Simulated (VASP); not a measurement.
## Ti under changes of volume

One of the cells (16.465 Å³/atom); the others are scaled copies at fixed shape and fractional positions:

```
Ti
1.0
     2.88446    0.00000    0.00000
    -1.44223    2.49802    0.00000
     0.00000    0.00000    4.57024
Ti
2
Direct
  0.66667 0.33333 0.75000
  0.33333 0.66667 0.25000
```

```yaml
Program: VASP 6.6.1
Functional: PBE
Dispersion: D3(BJ)
Potentials_or_basis: VASP PAW PBE potentials, release 64 (Ti_sv)
Cutoff: 520 eV
k_mesh: 8 × 8 × 6
Occupations: fermi-dirac, width 0.05 eV
Spin: no spin polarisation
```

```tsv
volume (Å³/atom)	energy over the lowest point (meV/atom)	pressure (GPa)
15.807	10.68	5.3
16.136	2.59	2.5
16.465	0.00	0.0
16.795	2.43	-2.3
17.124	?	?
```

What does the run at 17.124 Å³/atom give?

Energy over the lowest point 9.43 meV/atom; pressure -4.5 GPa.

Worked out: A Birch-Murnaghan fit of order 2 (a polynomial in V^(-2/3)) to the other rows has its minimum at 16.47 Å³/atom with B0 = V·E''(V) = 121 GPa at fixed shape and positions, which overstates the stiffness. It gives 9.37 meV/atom at 17.124 Å³/atom, against the run's 9.43, and -dE/dV = -4.4 GPa, against -4.5.

Energies are extrapolated to zero smearing.

Caveats: pairwise dispersion overbinds metals, which lowers pressure and volume.
